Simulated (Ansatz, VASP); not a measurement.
**One calculation of BaTe, two programs**

INCAR

```
ALGO = Normal ; EDIFF = 1E-7
ENCUT = 520 ; GGA = PE
ISIF = 2 ; ISMEAR = -1
LASPH = T ; LCHARG = F
LREAL = F ; LWAVE = F
NBANDS = 15 ; NELM = 100
PREC = Accurate ; SIGMA = 0.05
```

File KPOINTS:

```
k-points
0
Gamma
  10 10 10
```

File POSCAR:

```
BaTe
1.0
    0.0000000000      3.4659115767      3.4659115767
    3.4659115767      0.0000000000      3.4659115767
    3.4659115767      3.4659115767      0.0000000000
Ba Te
1 1
Direct
    0.0000000000      0.0000000000      0.0000000000
    0.5000000000      0.5000000000      0.5000000000
```

Input for Ansatz:

```yaml
crystal:
  lattice:
    - [0.0, 3.4659115767, 3.4659115767]
    - [3.4659115767, 0.0, 3.4659115767]
    - [3.4659115767, 3.4659115767, 0.0]
  atoms:
    - { symbol: Ba, position: [0.0, 0.0, 0.0] }
    - { symbol: Te, position: [0.5, 0.5, 0.5] }
kpoints:
  mp_grid: { grid: [10, 10, 10] }
scf:
  occupations: { method: fermi_dirac, width: 0.05 }
hamiltonian:
  xc: pbe
  pseudopotentials: { kind: all_electron, lapw: { basis_error: 0.00025 } }
output:
  forces: true
  stress: true
  eigenvalues: true
```

Change from the starting cell: volume scaled by 1.05.

Alike in both runs: task single point; functional PBE; k mesh 10 × 10 × 10; occupations fermi-dirac, width 0.05 eV; no spin polarisation.

|  | VASP | Ansatz |
| --- | --- | --- |
| version | VASP 6.6.1 | Ansatz 0.2.0 |
| potentials or method | VASP PAW PBE potentials, release 64 (Ba_sv, Te) | all-electron LAPW, scalar-relativistic |
| plane-wave cutoff (eV) | 520 | see its input |

```csv
,VASP,Ansatz,Ansatz less VASP
pressure (GPa),2.2,1.8,-0.36
```

Ansatz ran all-electron here, so the differences hold the error of VASP's frozen core and of both bases.

Caveats: spin-orbit coupling is left out, which moves the levels of the heavy elements. A k mesh can miss the band edges.
